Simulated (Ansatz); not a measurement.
Re:

```xyz
2
Lattice="2.7608 0.0000 0.0000 -1.3804 2.3909 0.0000 0.0000 0.0000 4.4582" Properties=species:S:1:pos:R:3 pbc="T T T"
Re    1.3804    0.7970    3.3436
Re    0.0000    1.5939    1.1145
```

- Program: Ansatz 0.2.0
- Task: relaxation of cell and atoms
- Functional: PBEsol
- Dispersion: D3(BJ)
- Potentials or basis: Ansatz PAW
- Cutoff: 420 eV (not typed: the program's choice for these potentials)
- k mesh: 11 × 11 × 6
- Occupations: fermi-dirac, width 0.05 eV
- Spin: no spin polarisation

At the start: volume 14.71 Å³/atom.

Where does the relaxation end?

It ends after 5 steps and the volume is 14.27 Å³/atom (-3.0 %); space group P6_3/mmc (No. 194, to 0.05 Å).

Step by step:
| step | energy change (eV) | largest force (eV/Å) | volume (Å³) |
| --- | --- | --- | --- |
| 1 | 0.0000 | 0.0000 | 29.43 |
| 2 | -0.0337 | 0.0000 | 28.65 |
| 3 | -0.0343 | 0.0000 | 28.53 |
| 4 | -0.0343 | 0.0000 | 28.54 |
| 5 | -0.0335 | 0.0000 | 28.54 |

Final structure:
```
Re
1.0
     2.73224    0.00000    0.00000
    -1.36612    2.36619    0.00000
     0.00000    0.00000    4.41419
Re
2
Cartesian
  1.3661 0.7887 3.3106
  0.0000 1.5775 1.1035
```

Caveat: the plane-wave basis is chosen anew once the cell has moved, so the energies of steps on either side of that aren't comparable; the PAW data sets come from PBE, with cores solved anew for the run's functional, which leaves a small shift of forces and pressure.
